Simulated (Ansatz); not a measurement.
**C under strains and displacements**

Method: DFT PBE, scalar-relativistic, plane waves, PAW (Ansatz 0.2.0).

Plane waves to 420 eV, a k mesh through Γ of 12×12×12 on the computed 2-atom cell and Gaussian smearing (0.02 eV); no spin polarisation.

Reference cell:

```
C
1.0
     0.00000    1.78340    1.78340
     1.78340    0.00000    1.78340
     1.78340    1.78340    0.00000
C
2
Direct
  0.50000 0.50000 0.50000
  0.75000 0.75000 0.75000
```

Each variant moves atoms of this cell by the vectors given, if any (Å), and then applies a symmetric strain (tensor components, Cartesian axes). The reference cell isn't relaxed at this level. Energies are per atom at zero smearing, counted from the reference cell. Pressure is positive in compression.

1. strain (xx yy zz yz xz xy, %) 1.37 1.37 1.37 0.00 0.00 0.00
2. strain (xx yy zz yz xz xy, %) 5.69 2.97 2.97 2.00 0.00 0.00; moves: C1 (0.060, 0.000, 0.000); C2 (-0.060, 0.000, 0.000)
3. strain (xx yy zz yz xz xy, %) -0.79 -2.79 1.20 -1.31 -1.09 1.51; moves: C1 (-0.025, -0.060, -0.135); C2 (0.025, 0.060, 0.135)
4. strain (xx yy zz yz xz xy, %) 1.15 5.22 0.29 1.69 1.82 1.49; moves: C1 (-0.078, 0.128, 0.006); C2 (0.078, -0.128, -0.006)
5. no strain; moves: C1 (0.225, 0.000, 0.000)
6. strain (xx yy zz yz xz xy, %) 1.57 1.57 1.57 0.00 0.00 0.00
7. strain (xx yy zz yz xz xy, %) 2.79 2.79 2.79 0.00 0.00 0.00
8. strain (xx yy zz yz xz xy, %) -0.74 -0.74 -0.74 0.00 0.00 0.00
9. strain (xx yy zz yz xz xy, %) 3.69 3.54 3.72 -0.60 1.00 0.07; moves: C1 (0.103, -0.007, 0.108); C2 (-0.103, 0.007, -0.108)
10. strain (xx yy zz yz xz xy, %) 4.65 -0.11 4.65 2.19 -6.00 -2.19; moves: C1 (0.058, -0.236, -0.058); C2 (-0.058, 0.236, 0.058)
11. strain (xx yy zz yz xz xy, %) -2.40 -2.40 -2.40 0.00 0.00 0.00
12. strain (xx yy zz yz xz xy, %) -3.92 -3.92 2.08 0.00 0.00 3.09; moves: C1 (0.000, 0.000, 0.100); C2 (0.000, 0.000, -0.100)

The reference cell has pressure 1.76 GPa, largest force 0.000 eV/Å and gap 4.16 eV.

```csv
result,ΔE (meV/atom),P (GPa),largest force (eV/Å),gap on mesh (eV)
A,442.0,18.74,7.36,0.45
B,774.0,48.27,8.92,0.08
C,10.0,-14.85,0.00,4.07
D,227.3,-36.60,3.61,1.58
E,5.3,11.91,0.00,4.21
F,700.8,-11.96,8.26,0
G,47.6,38.43,0.00,4.33
H,790.5,4.14,9.20,0
I,1935.0,12.81,10.78,0
J,13.6,-17.04,0.00,4.06
K,45.4,-29.39,0.00,3.98
L,483.9,40.20,6.95,0
```

Problem. Which variant gave which result?

Solution. A is 5, B is 3, C is 1, D is 2, E is 8, F is 9, G is 11, H is 4, I is 10, J is 6, K is 7, L is 12.

The smearing is narrow for a metal on this mesh.